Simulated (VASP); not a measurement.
# Be: saddle point by the improved dimer method

Be, defect, 15 atoms in the cell. PBE, improved dimer method; PAW potentials Be (PBE set).

Path: a Be atom hops into a neighbouring Be vacancy; Length of the hop (Å): 2.225; Atoms free in the vibrations (from 0): 1, 3, 7, 9, 11.

## Input

INCAR.step1:
```
SYSTEM = Be
  ALGO = Normal
  EDIFF = 1E-7
  EDIFFG = -0.005
  ENCUT = 250
  IBRION = 2
  ISIF = 2
  ISMEAR = 1
  ISYM = 0
  KPAR = 4
  LASPH = .True.
  LCHARG = .False.
  LREAL = .False.
  LWAVE = .False.
  NELM = 100
  NSW = 100
  POTIM = 0.5
  PREC = Accurate
  SIGMA = 0.1
```

INCAR.step2, as INCAR.step1 but for:
```
- EDIFF = 1E-7
- EDIFFG = -0.005
+ EDIFF = 1E-6
+ EDIFFG = -0.02
```

INCAR.step3, as INCAR.step2 but for:
```
- IBRION = 2
- ISIF = 2
- NSW = 100
- POTIM = 0.5
+ IBRION = 44
+ NSW = 300
```

INCAR.step4, as INCAR.step3 but for:
```
- EDIFF = 1E-6
- EDIFFG = -0.02
- IBRION = 44
- NSW = 300
+ EDIFF = 1E-7
+ IBRION = 5
+ NFREE = 2
+ NSW = 1
+ POTIM = 0.015
```

KPOINTS:
```
k-points
0
Gamma
  4 4 3
```

POSCAR.step1:
```
Be
1.0
    4.5706000000      0.0000000000      0.0000000000
   -2.2853000000      3.9582557106      0.0000000000
    0.0000000000      0.0000000000      7.1684000000
Be
15
Direct
    0.3333333334      0.1666666666      0.8750000000
    0.3333333333      0.6666666666      0.3750000000
    0.3333333333      0.6666666666      0.8750000000
    0.8333333334      0.1666666666      0.3750000000
    0.8333333334      0.1666666666      0.8750000000
    0.8333333334      0.6666666666      0.3750000000
    0.8333333334      0.6666666666      0.8750000000
    0.1666666666      0.3333333334      0.1250000000
    0.1666666666      0.3333333334      0.6250000000
    0.1666666667      0.8333333334      0.1250000000
    0.1666666667      0.8333333334      0.6250000000
    0.6666666667      0.3333333334      0.1250000000
    0.6666666667      0.3333333334      0.6250000000
    0.6666666667      0.8333333334      0.1250000000
    0.6666666667      0.8333333334      0.6250000000
```

POSCAR.step2:
```
Be
1.0
    4.5706000000      0.0000000000      0.0000000000
   -2.2853000000      3.9582557106      0.0000000000
    0.0000000000      0.0000000000      7.1684000000
Be
15
Direct
    0.3333333334      0.1666666666      0.8750000000
    0.3333333333      0.6666666666      0.3750000000
    0.3333333333      0.6666666666      0.8750000000
    0.8333333334      0.1666666666      0.3750000000
    0.8333333334      0.1666666666      0.8750000000
    0.8333333334      0.6666666666      0.3750000000
    0.8333333334      0.6666666666      0.8750000000
    0.3333333334      0.1666666666      0.3750000000
    0.1666666666      0.3333333334      0.6250000000
    0.1666666667      0.8333333334      0.1250000000
    0.1666666667      0.8333333334      0.6250000000
    0.6666666667      0.3333333334      0.1250000000
    0.6666666667      0.3333333334      0.6250000000
    0.6666666667      0.8333333334      0.1250000000
    0.6666666667      0.8333333334      0.6250000000
```

POSCAR.step3:
```
Be                                      
1.0
    4.5706000000      0.0000000000      0.0000000000
   -2.2853000000      3.9582557106      0.0000000000
    0.0000000000      0.0000000000      7.1684000000
Be
15
Direct
    0.3309040339      0.1586597652      0.8690630356
    0.3252235625      0.6964709646      0.3718552731
    0.3202437917      0.6668631006      0.8620795167
    0.8163553554      0.1722930477      0.3714721709
    0.8290432895      0.1669498229      0.8615515402
    0.8270113746      0.6748873822      0.3635725402
    0.8307484969      0.6719262444      0.8682139366
    0.2526232396      0.2583709553      0.2402837457
    0.1610090186      0.3422871999      0.6208116266
    0.1582401698      0.8111283165      0.1136877435
    0.1545938840      0.8415837384      0.6212856892
    0.6904103060      0.3404319592      0.1127608327
    0.6471491855      0.3459507068      0.6161465881
    0.6547630542      0.8399785379      0.1210558847
    0.6571577425      0.8327320663      0.6152529916

   -0.0420356310      0.0242692824     -0.0507386208
   -0.0406564051      0.0112198322     -0.0623104422
   -0.0303020660      0.0171979603     -0.0507386103
   -0.0300448978      0.0295995749     -0.0623104414
   -0.0300448844      0.0176433712     -0.0507386028
   -0.0314241305      0.0181427194     -0.0719828561
   -0.0417784531      0.0241208049     -0.0410662111
    0.4926335370     -0.2844220916      0.7795851983
   -0.0419750015      0.0242342784     -0.0505522668
   -0.0404465997      0.0114109761     -0.0624967723
   -0.0303108898      0.0172628536     -0.0505522703
   -0.0301055051      0.0293222882     -0.0624967711
   -0.0301055087      0.0176185842     -0.0505522832
   -0.0316339413      0.0182638559     -0.0719752577
   -0.0417696233      0.0241157097     -0.0410737922
```

POSCAR.step4:
```
Be
1.0
    4.5706000000      0.0000000000      0.0000000000
   -2.2853000000      3.9582557106      0.0000000000
    0.0000000000      0.0000000000      7.1684000000
Be
15
Selective dynamics
Direct
    0.3258746439      0.1719013853      0.8725541147  F F F
    0.3219823662      0.6937448621      0.3731128500  T T T
    0.3282937280      0.6663023215      0.8643905050  F F F
    0.8068369097      0.1777580970      0.3729545497  T T T
    0.8306579808      0.1685040680      0.8640645338  F F F
    0.8169268950      0.6824736235      0.3616904360  F F F
    0.8317024341      0.6657964056      0.8692267178  F F F
    0.2450115163      0.2560872070      0.2419287079  T T T
    0.1608117558      0.3371695389      0.6115791147  F F F
    0.1662619070      0.8169462527      0.1109131905  T T T
    0.1575636699      0.8419549608      0.6198111913  F F F
    0.6826072165      0.3323077311      0.1107090967  T T T
    0.6551323158      0.3394994782      0.6193949053  F F F
    0.6709174566      0.8271451782      0.1221405459  F F F
    0.6548957089      0.8429226979      0.6146226561  F F F
```

POSCAR.step5:
```
Be
1.0
    4.5706000000      0.0000000000      0.0000000000
   -2.2853000000      3.9582557106      0.0000000000
    0.0000000000      0.0000000000      7.1684000000
Be
15
Selective dynamics
Direct
    0.3333333339      0.1666666678      0.8749999990  F F F
    0.3361796384      0.6680898267      0.3750000008  T T T
    0.3297951798      0.6648975832      0.8749999996  F F F
    0.8319101753      0.1638203614      0.3750000004  T T T
    0.8351024157      0.1702048202      0.8749999988  F F F
    0.8319101889      0.6680898154      0.3750000006  F F F
    0.8351024046      0.6648975931      0.8749999997  F F F
    0.1684963273      0.3315036680      0.1267609591  T T T
    0.1684963304      0.3315036695      0.6232390413  F F F
    0.1684963415      0.8369926711      0.1267609577  T T T
    0.1684963399      0.8369926710      0.6232390419  F F F
    0.6630073305      0.3315036584      0.1267609589  T T T
    0.6630073277      0.3315036580      0.6232390416  F F F
    0.6666666669      0.8333333357      0.1295557634  F F F
    0.6666666662      0.8333333339      0.6204442372  F F F
```

Commands (each step's output is kept before the next begins):
```
cat potpaw_PBE.64/Be/POTCAR > POTCAR
cp INCAR.step1 INCAR
cp POSCAR.step1 POSCAR
mpirun -np 4 vasp_std > vasp.out
cp INCAR.step2 INCAR
cp POSCAR.step2 POSCAR
mpirun -np 4 vasp_std > vasp.out
# the block under the positions in POSCAR is the starting axis: the straight line between the two relaxed ends
cp INCAR.step3 INCAR
cp POSCAR.step3 POSCAR
mpirun -np 4 vasp_std > vasp.out
# POSCAR: the saddle point
cp INCAR.step4 INCAR
cp POSCAR.step4 POSCAR
mpirun -np 4 vasp_std > vasp.out
# POSCAR: the relaxed minimum
cp POSCAR.step5 POSCAR
mpirun -np 4 vasp_std > vasp.out
```

## Result

- Barrier (eV): 0.726
- Barrier with zero-point energies (eV): 0.727
- Imaginary frequency (cm⁻¹): 270
- Imaginary modes at the saddle: 1
- Attempt frequency (THz): 5.7
- Force evaluations of the dimer: 28
- Largest force left (eV/Å): 0.0199
- Ionic steps, all stages: 102
- Electronic steps, all stages: 577

Vibrations (cm⁻¹; a negative value is imaginary):

| Mode | Minimum | Saddle |
|---|---|---|
| 1 | 603 | 742 |
| 2 | 581 | 639 |
| 3 | 560 | 608 |
| 4 | 540 | 606 |
| 5 | 526 | 542 |
| 6 | 524 | 525 |
| 7 | 493 | 518 |
| 8 | 475 | 500 |
| 9 | 454 | 430 |
| 10 | 410 | 404 |
| 11 | 410 | 402 |
| 12 | 327 | 343 |
| 13 | 318 | 309 |
| 14 | 315 | 248 |
| 15 | 262 | -270 |

Harmonic rate, classical:

| Temperature (K) | Jumps per second |
|---|---|
| 300 | 3.6 |
| 600 | 4.5e+06 |
| 900 | 4.9e+08 |

The cell is Be (16 atoms) with one Be atom missing.

Limits: the cell holds 15 atoms, so the vacancy or interstitial meets its own images and the barrier isn't that of a lone defect; the attempt frequency counts the hopping atom and the four atoms nearest to it, while all others are held.

VASP 6.6.1 took 873 s on 4 cores (AMD EPYC 7R43 (Zen 3)), a shared host.
